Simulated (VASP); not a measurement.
Runs of VASP 6.6.1 on ZnSe (Stilleite). Symmetry: F-43m, No. 216, cubic system. Conventional cell: a = 5.668 Å, b = 5.668 Å, c = 5.668 Å, α = 90.00°, β = 90.00°, γ = 90.00°. Around Zn (site symmetry -43m) lie 4 Se at 2.45 Å. Around Se (site symmetry -43m) lie 4 Zn at 2.45 Å. 

| task | level | potentials or basis | spin | cell | k mesh | cutoff (eV) | gap on the mesh (eV) | pressure (GPa) |
| --- | --- | --- | --- | --- | --- | --- | --- | --- |
| relaxation of cell and atoms | PBEsol | VASP PAW PBE potentials, release 64 (Zn, Se) | off | relaxed | 8 × 8 × 8 | 600 | (a) | 0.0 |
| band structure | LDA | VASP PAW LDA potentials, release 64 (Zn, Se) | off | F-43m, 22.44 Å³/atom | 8 × 8 × 8 | 520 | 1.13 | -2.3 |
| band structure | r2SCAN | VASP PAW PBE potentials, release 64 (Zn, Se) | off | F-43m, 22.44 Å³/atom | 8 × 8 × 8 | 520 | 1.93 | (b) |
| band structure | TB-mBJ | VASP PAW PBE potentials, release 64 (Zn, Se) | off | F-43m, 22.44 Å³/atom | 8 × 8 × 8 | 520 | 2.82 | - |

Alike in all rows: smearing gaussian 0.03 eV.

Task: Fill in the values left out.

Result: (a) 1.23; (b) 1.0.

Caveats: the PAW data sets were made with another functional, which shifts forces and pressure a little (some runs).

A k mesh can miss the band edges, and the runs leave out spin-orbit coupling on Se.

Runs at the PBE level aren't shown here.
